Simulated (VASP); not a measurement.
# C in VASP: a series of runs

The runs below take C through single point, with LDA.

All numbers are computed with VASP 6.6.1; they aren't measurements. Logs are shortened: lines on timing, memory, paths and dates and some standing lists are left out, and cuts for length are marked.

## 1. The structure

The cell holds a slab with vacuum, 8 atoms: a = 2.460 Å, b = 2.460 Å, c = 30.955 Å, α = 90.00°, β = 90.00°, γ = 120.00°.

The slab is cut from a database's or a generator's crystal, which needn't be the stable form of the element.

## 2. Single point, LDA

File INCAR:

```
PREC = Accurate
ENCUT = 460
EDIFF = 1E-7
ISMEAR = 1
SIGMA = 0.1
LREAL = False
LASPH = True
NELM = 120
ALGO = Normal
ISIF = 2
LWAVE = False
LCHARG = False
LDIPOL = True
IDIPOL = 3
DIPOL = 0.5 0.5 0.500
GGA = CA
NBANDS = 32
LVHAR = True
LVACPOTAV = True
```

File KPOINTS:

```
Automatic mesh
0
Gamma
  12 12 1
```

File POSCAR:

```
C
1.0
    2.4599989204      0.0000000000      0.0000000000
   -1.2299994602      2.1304215583      0.0000000000
    0.0000000000      0.0000000000     30.9550000000
C
8
Direct
    0.6666666667      0.3333333333      0.1938297529
    0.3333333334      0.6666666667      0.1941899532
    0.6666666667      0.3333333333      0.4456097561
    0.3333333334      0.6666666667      0.4459699564
    0.3333333334      0.6666666667      0.5540300436
    0.0000000000      0.0000000000      0.5543902439
    0.3333333334      0.6666666667      0.8058100468
    0.0000000000      0.0000000000      0.8061702471
```

Potentials or basis: VASP PAW LDA potentials, release 64 (C).

Started as:

```bash
> cat potpaw_LDA.64/C/POTCAR > POTCAR
> mpirun -np 1 vasp_std > vasp.out
```

OUTCAR:

```text
PREC = Accurate
   ENCUT = 460
   EDIFF = 1E-7
   ISMEAR = 1
   LREAL = False
   LASPH = True
   NELM = 120
   ISIF = 2
   GGA = CA

 Found     19 irreducible k-points:

 Following reciprocal coordinates:
            Coordinates               Weight
  0.000000  0.000000  0.000000      1.000000
  0.083333  0.000000  0.000000      6.000000
  0.166667  0.000000  0.000000      6.000000
  0.250000  0.000000  0.000000      6.000000
  0.333333  0.000000  0.000000      6.000000
  0.416667  0.000000  0.000000      6.000000
   k-points           NKPTS =     19   k-points in BZ     NKDIM =     19   number of bands    NBANDS=     32
   number of dos      NEDOS =    301   number of ions     NIONS =      8
   total plane-waves  NPLWV =  72576
   dimension x,y,z NGX =    18 NGY =   18 NGZ =  224
   dimension x,y,z NGXF=    36 NGYF=   36 NGZF=  448
   ions per type =               8
   NGX,Y,Z   is equivalent  to a cutoff of  12.16, 12.16, 12.03 a.u.
   NGXF,Y,Z  is equivalent  to a cutoff of  24.33, 24.33, 24.06 a.u.
 SYSTEM =  unknown system
   PREC   = accura    normal or accurate (medium, high low for compatibility)
   ISTART =      0    job   : 0-new  1-cont  2-samecut
   ICHARG =      2    charge: 1-file 2-atom 10-const
   ISPIN  =      1    spin polarized calculation?
   LNONCOLLINEAR =      F non collinear calculations
   LSORBIT =      F    spin-orbit coupling
   LASPH  =      T    aspherical Exc in radial PAW
   ENCUT  =  460.0 eV  33.81 Ry    5.81 a.u.   4.30  4.30 54.13*2*pi/ulx,y,z
   NELM   =    120;   NELMIN=  2; NELMDL= -5     # of ELM steps
   EDIFF  = 0.1E-06   stopping-criterion for ELM
   LREAL  =      F    real-space projection
   EDIFFG = 0.1E-05   stopping-criterion for IOM
   NSW    =      0    number of steps for IOM
   IBRION =     -1    ionic relax: 0-MD 1-quasi-New 2-CG
   NFREE  =      0    steps in history (QN), initial steepest desc. (CG)
   ISIF   =      2    stress and relaxation
   ISYM   =      2    0-nonsym 1-usesym 2-fastsym
   POTIM  = 0.5000    time-step for ionic-motion
   TEBEG  =    0.0;   TEEND  =   0.0 temperature during run
   PSTRESS=    0.0 pullay stress
   NELECT =      32.0000    total number of electrons
   NUPDOWN=      -1.0000    fix difference up-down
   EMIN   =  10.00;   EMAX   =-10.00  energy-range for DOS
   EFERMI =   0.00;   METHOD = LEGACY
   ISMEAR =     1;   SIGMA  =   0.10  broadening in eV -4-tet -1-fermi 0-gaus
   EFERMI_NEDOS =   21; number of points for ismear=-14 and -15
   IALGO  =     38    algorithm
   IMIX   =      4    mixing-type and parameters
     AMIX     =   0.40;   BMIX     =  1.00
     AMIX_MAG =   1.60;   BMIX_MAG =  1.00
  volume/ion in A,a.u.               =      20.28       136.85
  Fermi-wavevector in a.u.,A,eV,Ry     =   0.952974  1.800860 12.356260  0.908160
  Thomas-Fermi vector in A             =   2.081586
   LORBIT       =      0    0 simple, 1 ext, 2 COOP (PROOUT), +10 PAW based schemes
   GGA     = CA    functional components
   LHFCALC =     F    Hartree Fock is set to
   AEXX    =    0.0000 exact exchange contribution
   IVDW    =     0    specifies the selected vdW correction
   LEPSILON=     F    determine dielectric tensor
   LRPA    =     F    only Hartree local field effects (RPA)
 non-spin polarized calculation
 Methfessel and Paxton  Order N= 1 SIGMA  =   0.10
  energy-cutoff  :      460.00
  volume of cell :      162.23
 maximum number of plane-waves:      3727
 NGX is ok and might be reduce to    18
   NGX =  9   NGY =  9   NGZ =109

 dipolmoment           0.000000      0.000000      0.000000 electrons x Angstroem

 number of electron      31.9999989 magnetization

 dipolmoment           0.000000      0.000000     -0.000000 electrons x Angstroem

 Free energy of the ion-electron system (eV)
  ---------------------------------------------------
  ext. energy  EPLUGINS =         0.00000000
  ---------------------------------------------------
  free energy    TOTEN  =       -80.72786430 eV

  energy without entropy =      -80.72551368  energy(sigma->0) =      -80.72708076

 E-fermi :  -0.5585     XC(G=0):  -5.3823

 val. band max:       -0.5590201858   @ k =   0.3333   0.3333   0.0000
 cond. band min:      -0.5582950688   @ k =   0.3333   0.3333   0.0000
 fundamental gap:      0.0007251170
 Fermi energy:        -0.5584707601

 k-point     1 :       0.0000    0.0000    0.0000
  band No.  band energies     occupation
      1     -19.9751      2.00000
      2     -19.9155      2.00000
      3     -19.9155      2.00000
      4     -19.8151      2.00000
      5      -8.7346      2.00000
      6      -8.2470      2.00000
      7      -8.2470      2.00000
      8      -7.7168      2.00000
      9      -3.5934      2.00000
     10      -3.5934      2.00000
     11      -3.5934      2.00000
     12      -3.5934      2.00000
     13      -3.5740      2.00000
     14      -3.5740      2.00000
     15      -3.5645      2.00000
     16      -3.5645      2.00000
     17       2.6302      0.00000
     18       2.7586      0.00000
     19       3.1097      0.00000
     20       3.5250      0.00000
     21       4.0114      0.00000
     22       4.6145      0.00000
     23       5.2638      0.00000
     24       6.3481      0.00000
     25       7.0983      0.00000
     26       7.7479      0.00000
     27       7.7482      0.00000
     28       7.7483      0.00000

 k-point     2 :       0.0833    0.0000    0.0000
  band No.  band energies     occupation
      1     -19.8105      2.00000
      2     -19.7517      2.00000
      3     -19.7517      2.00000
      4     -19.6521      2.00000
      5      -8.5343      2.00000
      6      -8.0496      2.00000
      7      -8.0496      2.00000
      8      -7.5230      2.00000
      9      -4.2296      2.00000
     10      -4.2295      2.00000
     11      -4.2140      2.00000
     12      -4.1970      2.00000
     13      -3.9337      2.00000
     14      -3.9337      2.00000
     15      -3.9168      2.00000
     16      -3.9023      2.00000
     17       2.8520      0.00000
     18       2.9809      0.00000
     19       3.3290      0.00000
     20       3.7467      0.00000
     21       4.2315      0.00000
     22       4.8320      0.00000
     23       5.4839      0.00000
     24       6.5459      0.00000
     25       7.3052      0.00000
     26       7.8143      0.00000
     27       7.8188      0.00000
     28       7.8297      0.00000

 k-point     3 :       0.1667    0.0000    0.0000
  band No.  band energies     occupation
      1     -19.3183      2.00000
      2     -19.2623      2.00000
      3     -19.2622      2.00000
      4     -19.1650      2.00000
      5      -7.9379      2.00000
      6      -7.4626      2.00000
      7      -7.4625      2.00000
      8      -6.9475      2.00000
      9      -5.8389      2.00000
     10      -5.8389      2.00000
     11      -5.8316      2.00000
     12      -5.7984      2.00000
     13      -4.7299      2.00000
     14      -4.7298      2.00000
     15      -4.7160      2.00000
     16      -4.6953      2.00000
     17       3.5174      0.00000
     18       3.6475      0.00000
     19       3.9866      0.00000
     20       4.4102      0.00000
     21       4.8905      0.00000
     22       5.4808      0.00000
     23       6.1413      0.00000
     24       7.1222      0.00000
     25       7.7157      0.00000
     26       7.7825      0.00000
     27       7.7964      0.00000
     28       7.8915      0.00000

 k-point     4 :       0.2500    0.0000    0.0000
  band No.  band energies     occupation
      1     -18.5044      2.00000
      2     -18.4527      2.00000
      3     -18.4527      2.00000
      4     -18.3592      2.00000
      5      -7.9144      2.00000
      6      -7.9124      2.00000
      7      -7.9124      2.00000
      8      -7.8634      2.00000
      9      -6.9622      2.00000
     10      -6.5044      2.00000
     11      -6.5044      2.00000
     12      -6.0103      2.00000
     13      -5.6130      2.00000
     14      -5.6130      2.00000
     15      -5.6010      2.00000
     16      -5.5767      2.00000
     17       4.6224      0.00000
     18       4.7538      0.00000
     19       5.0746      0.00000
     20       5.4928      0.00000
     21       5.9554      0.00000
     22       6.3940      0.00000
     23       6.5861      0.00000
     24       6.7016      0.00000
     25       6.7989      0.00000
     26       6.8434      0.00000
     27       7.2563      0.00000
     28       7.5214      0.00000

 k-point     5 :       0.3333    0.0000    0.0000
  band No.  band energies     occupation
      1     -17.3804      2.00000
      2     -17.3345      2.00000
      3     -17.3345      2.00000
      4     -17.2461      2.00000
      5     -10.1099      2.00000
      6     -10.0982      2.00000
      7     -10.0982      2.00000
      8     -10.0403      2.00000
      9      -6.3487      2.00000
     10      -6.3487      2.00000
     11      -6.3378      2.00000
     12      -6.3112      2.00000
     13      -5.6505      2.00000
     14      -5.2253      2.00000
     15      -5.2253      2.00000
     16      -4.7700      2.00000
     17       4.1148      0.00000
     18       4.3388      0.00000
     19       4.3389      0.00000
     20       4.5797      0.00000
     21       6.1639      0.00000
     22       6.3022      0.00000
     23       6.5852      0.00000
     24       7.0264      0.00000
     25       7.2197      0.00000
     26       7.2723      0.00000
     27       7.2961      0.00000
     28       7.3526      0.00000

 k-point     6 :       0.4167    0.0000    0.0000
  band No.  band energies     occupation
      1     -15.9725      2.00000
      2     -15.9342      2.00000
      3     -15.9342      2.00000
      4     -15.8527      2.00000
      5     -12.2132      2.00000
      6     -12.1930      2.00000
      7     -12.1929      2.00000
      8     -12.1273      2.00000
      9      -6.8229      2.00000
     10      -6.8229      2.00000
     11      -6.8126      2.00000
     12      -6.7849      2.00000
     13      -4.1387      2.00000
     14      -3.7862      2.00000
     15      -3.7861      2.00000
     16      -3.4205      2.00000
     17       1.9418      0.00000
     18       2.1864      0.00000
     19       2.1865      0.00000
     20       2.4603      0.00000
     21       6.9509      0.00000
     22       7.0291      0.00000
     23       7.0292      0.00000
     24       7.1479      0.00000
     25       8.1566      0.00000
     26       8.3023      0.00000
     27       8.5635      0.00000
     28       9.0339      0.00000

 [... further k-points ...]

 [bands above 28 left out]

------------------------ aborting loop because EDIFF is reached ----------------------------------------

  FORCE on cell =-STRESS in cart. coord.  units (eV):
  Direction    XX          YY          ZZ          XY          YZ          ZX
  --------------------------------------------------------------------------------------
  -------------------------------------------------------------------------------------
  Total       -2.9014874     -2.9014874     -0.2238534      0.0000000      0.0000000      0.0000000
  in kB      -28.6549725    -28.6549725     -2.2107670      0.0000000      0.0000000      0.0000000
  external PRESSURE =     -19.8402373 kB  Pullay stress =       0.0000000 kB

 VOLUME and BASIS-vectors are now :
 -----------------------------------------------------------------------------
  energy-cutoff  :      460.00
  volume of cell :      162.23
      direct lattice vectors                 reciprocal lattice vectors
     2.459998920  0.000000000  0.000000000     0.406504243  0.234695334  0.000000000
    -1.229999460  2.130421558  0.000000000     0.000000000  0.469390669  0.000000000
     0.000000000  0.000000000 30.955000000     0.000000000  0.000000000  0.032304959

 POSITION                                       TOTAL-FORCE (eV/Angst)
 -----------------------------------------------------------------------------------
      1.23000      0.71014      6.00000         0.000000      0.000000      0.197707
      0.00000      1.42028      6.01115         0.000000      0.000000     -0.197655
      1.23000      0.71014     13.79385         0.000000     -0.000000      0.188513
      0.00000      1.42028     13.80500        -0.000000     -0.000000     -0.172525
      0.00000      1.42028     17.15000         0.000000      0.000000      0.172525
      0.00000      0.00000     17.16115        -0.000000      0.000000     -0.188513
      0.00000      1.42028     24.94385        -0.000000      0.000000      0.197655
      0.00000      0.00000     24.95500        -0.000000      0.000000     -0.197707
 -----------------------------------------------------------------------------------
    total drift:                               -0.000000     -0.000000     -0.000000

  FREE ENERGIE OF THE ION-ELECTRON SYSTEM (eV)
  ---------------------------------------------------
  free  energy   TOTEN  =       -80.7278642963 eV

  energy  without entropy=      -80.7255136807  energy(sigma->0) =      -80.72708076

 vacuum level on the upper side and lower side of the slab         3.974         3.974
```

It took 91 s on 1 thread of Intel Xeon Platinum 8488C (Sapphire Rapids), shared host; peak memory 0.22 GiB.

The run converged, but some of its settings lie outside the range that counts as converged, so its numbers aren't taken as properties of the slab.

What came out:

| Property | Result |
| --- | --- |
| Free energy | -80.7279 eV |
| Largest force | 0.198 eV/Å |
| Band gap on the k mesh | 0.00 eV, direct |
| Ionisation potential of the upper face | 4.53 eV |

Caveat: the cutoff is under 1.25 times the usual one of these potentials, so pressure, stress and relaxed cells hold a basis-set (Pulay) error.

## 3. Single point, LDA

Edit INCAR of step 2 so:

```diff
@@ -2,3 +2,3 @@
 ENCUT = 460
-EDIFF = 1E-7
+EDIFF = 0.001
 ISMEAR = 1
```

KPOINTS is that of step 2.

POSCAR is that of step 2.

Potentials or basis: VASP PAW LDA potentials, release 64 (C).

Started as:

```bash
> cat potpaw_LDA.64/C/POTCAR > POTCAR
> mpirun -np 1 vasp_std > vasp.out
```

It took 60 s on 1 thread of Intel Xeon Platinum 8488C (Sapphire Rapids), shared host; peak memory 0.22 GiB.

The run converged, but some of its settings lie outside the range that counts as converged, so its numbers aren't taken as properties of the slab.

Results:

| Property | Result |
| --- | --- |
| Free energy | -80.7272 eV |
| Largest force | 0.203 eV/Å |
| Band gap on the k mesh | none (metal or under the smearing width) |

Caveat: the cutoff is under 1.25 times the usual one of these potentials, so pressure, stress and relaxed cells hold a basis-set (Pulay) error.

## 4. Single point, LDA

Edit INCAR of step 3 so:

```diff
@@ -1,4 +1,4 @@
 PREC = Accurate
-ENCUT = 460
-EDIFF = 0.001
+ENCUT = 520
+EDIFF = 1E-7
 ISMEAR = 1
```

KPOINTS is that of step 3.

POSCAR is that of step 3.

Started as:

```bash
> cat potpaw_LDA.64/C/POTCAR > POTCAR
> mpirun -np 1 vasp_std > vasp.out
```

Run time: 99 s. Hardware: 1 thread of Intel Xeon Platinum 8488C (Sapphire Rapids), shared host; peak memory 0.23 GiB.

The run converged, but some of its settings lie outside the range that counts as converged, so its numbers aren't taken as properties of the slab.

What came out:

* Free energy: -80.7144 eV
* Largest force: 0.198 eV/Å
* Band gap on the k mesh: none (metal or under the smearing width)
* Work function of the upper face: 4.53 eV
* Work function of the lower face: 4.53 eV

## 5. Single point, LDA

This run uses another cell than the first one, of 24.21 Å³/atom, 1.194 times its volume.

Edit INCAR of step 4 so:

```diff
@@ -1,3 +1,3 @@
 PREC = Accurate
-ENCUT = 520
+ENCUT = 460
 EDIFF = 1E-7
```

KPOINTS is that of step 4.

File POSCAR:

```
C
1.0
    2.4599989204      0.0000000000      0.0000000000
   -1.2299994602      2.1304215583      0.0000000000
    0.0000000000      0.0000000000     36.9550000000
C
8
Direct
    0.6666666667      0.3333333333      0.2435394399
    0.3333333334      0.6666666667      0.2438411582
    0.6666666667      0.3333333333      0.4544405358
    0.3333333334      0.6666666667      0.4547422541
    0.3333333334      0.6666666667      0.5452577459
    0.0000000000      0.0000000000      0.5455594642
    0.3333333334      0.6666666667      0.7561588418
    0.0000000000      0.0000000000      0.7564605601
```

Started as:

```bash
> cat potpaw_LDA.64/C/POTCAR > POTCAR
> mpirun -np 1 vasp_std > vasp.out
```

Run time: 2 min. Hardware: 1 thread of Intel Xeon Platinum 8488C (Sapphire Rapids), shared host; peak memory 0.25 GiB.

These settings aren't checked as converged: the numbers below hold their error.

Results:

| Property | Result |
| --- | --- |
| Free energy | -80.7284 eV |
| Largest force | 0.198 eV/Å |
| Band gap on the k mesh | none (metal or under the smearing width) |
| Work function of the upper face | 4.53 eV |
| Work function of the lower face | 4.53 eV |

Caveat: the cutoff is under 1.25 times the usual one of these potentials, so pressure, stress and relaxed cells hold a basis-set (Pulay) error.
